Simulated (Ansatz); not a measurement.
# CuO (Cccm): energies of magnetic orders

One table from this session's results is given with a row withheld; the runs are named, their logs left out.

Computed with Ansatz 0.2.0 (DFT PBE+U (U_eff = 4 eV on Cu 3d), scalar-relativistic, plane waves, PAW, unless a step's input says otherwise).

**The structure to begin with**

Symmetry: Cccm, No. 66, orthorhombic system. Conventional cell: a = 4.152 Å, b = 4.187 Å, c = 5.218 Å, α = 90.00°, β = 90.00°, γ = 90.00°. Cu (site symmetry 2/m) has 4 O at 1.97 Å as nearest neighbours. O (site symmetry 222) has 4 Cu at 1.97 Å as nearest neighbours.

Coordinates:

```cif
data_structure
_symmetry_space_group_name_H-M 'Cccm'
_symmetry_Int_Tables_number 66
_cell_length_a 4.1521
_cell_length_b 4.1875
_cell_length_c 5.2179
_cell_angle_alpha 90.000
_cell_angle_beta 90.000
_cell_angle_gamma 90.000
_cell_volume 90.72
loop_
_atom_site_label
_atom_site_type_symbol
_atom_site_symmetry_multiplicity
_atom_site_Wyckoff_symbol
_atom_site_fract_x
_atom_site_fract_y
_atom_site_fract_z
_atom_site_occupancy
Cu1 Cu 4 f 0.75000 0.25000 0.00000 1
O1 O 4 b 0.00000 0.50000 0.25000 1
```

This cell comes from an earlier session at PBE+U (U_eff = 4 eV on Cu 3d): 11.340 Å³/atom at -0.02 GPa, on a 10×10×6 mesh.

The first run:

File input.yaml:

```yaml
crystal:
  lattice:
    - [2.0872092025, -2.0760605335, 0.1652846486]
    - [2.0872092025, 2.0760605335, 0.1652846486]
    - [-0.4124906602, 0.0, 5.2015957502]
  atoms:
    - { symbol: Cu, position: [0.0, 0.5, 0.0], spin: 1.0 }
    - { symbol: Cu, position: [0.5, 0.0, 0.5], spin: -1.0 }
    - { symbol: O, position: [0.500035267, 0.499964733, 0.25] }
    - { symbol: O, position: [0.499964733, 0.500035267, 0.75] }
basis:
  ecutwfc: 420
  ecutrho_ratio: 4
kpoints:
  mp_grid: { grid: [5, 5, 3] }
hamiltonian:
  xc: pbe
  hubbard: { sites: [{ species: Cu, l: d, u_eff: 4.0 }] }
scf:
  occupations: { method: gaussian, width: 0.05 }
output:
  forces: true
  stress: true
  eigenvalues: true
  populations: true
  hubbard: { sites: [{ species: Cu, l: d }] }
magnetization:
  spin_polarized: true
```

Launch:

```
ansatz run input.yaml --threads 8 --pin off --max-ram 22528MiB --backend cpu --events-out ev --progress --plain --runs-dir out
```

Steps of the session up to this table: Coarse mesh, to find the state of the open shells; Antiferromagnetic, in the cell as typed; Ferromagnetic, larger cell; Antiferromagnetic, propagation vector (1, 0, 0); Antiferromagnetic, propagation vector (1, 0, 1/2); Antiferromagnetic, propagation vector (1/2, 1/2, 1/2).

One of the session's tables, all rows but one given; the rest of the session is left out.

```
                                                order  above the lowest (meV/atom)  largest moment (μB)  pressure (GPa)  gap on the mesh (eV)
                                        ferromagnetic                         27.2                 0.59             0.0                  0.00
              antiferromagnetic, in the cell as typed                          8.7                 0.54            -0.4                  0.00
  antiferromagnetic, propagation vector (1, 0, 0) (1)                          9.4                 0.56            -0.1                  0.00
  antiferromagnetic, propagation vector (1, 0, 0) (2)                          8.6                 0.56            -0.1                  0.02
    antiferromagnetic, propagation vector (1, 0, 1/2)                          0.0                 0.54            -0.2                  0.40
antiferromagnetic, propagation vector (1/2, 1/2, 1/2)                            ?                    ?               ?                     ?
```

**Question.** Estimate the row for antiferromagnetic, propagation vector (1/2, 1/2, 1/2).

**Answer.** above the lowest (meV/atom): 2.6; largest moment (μB): 0.55; pressure (GPa): -0.3; gap on the mesh (eV): 0.20. In the column «above the lowest (meV/atom)» it lies between antiferromagnetic, propagation vector (1, 0, 1/2) (0.0) and antiferromagnetic, propagation vector (1, 0, 0) (2) (8.6).

The first row is the run of the earlier session that started with parallel moments (-3595.2227 eV/atom). A larger cell is measured against the parallel state in that same cell where that was run, so that mesh errors cancel.

The work goes on in this order: antiferromagnetic, propagation vector (1, 0, 1/2), the lowest.

Caveats from the session: Only these orders were tried, at zero temperature; the one found in experiment may not be among them. Warnings in the runs' records: filled band counts differ across k points, stability check not made.
